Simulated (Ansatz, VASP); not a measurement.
# Two plane-wave programs on Ti

```
CELL_PARAMETERS angstrom
0.00000 2.10003 2.10003
2.10003 0.00000 2.10003
2.10003 2.10003 0.00000
ATOMIC_POSITIONS crystal
Ti 0.00000 0.00000 0.00000
```

Alike in both runs: task single point; functional revPBE; k mesh 15 × 15 × 15; occupations fermi-dirac, width 0.1 eV; no spin polarisation.

|  | VASP | Ansatz |
| --- | --- | --- |
| version | VASP 6.6.1 | Ansatz 0.2.0 |
| potentials or method | VASP PAW PBE potentials, release 64 (Ti_sv) | plane waves (420 eV) with PAW, scalar-relativistic |
| plane-wave cutoff (eV) | 520 | 420 |
| valence electrons in the cell | 12 | 12 |

VASP gave:

| Property | Result |
| --- | --- |
| pressure (GPa) | -3.9 |

Q: What did Ansatz give for the same quantities?

A: Pressure (GPa): -3.7.

Caveats: the PAW data sets were made with another functional, which shifts forces and pressure a little (VASP).
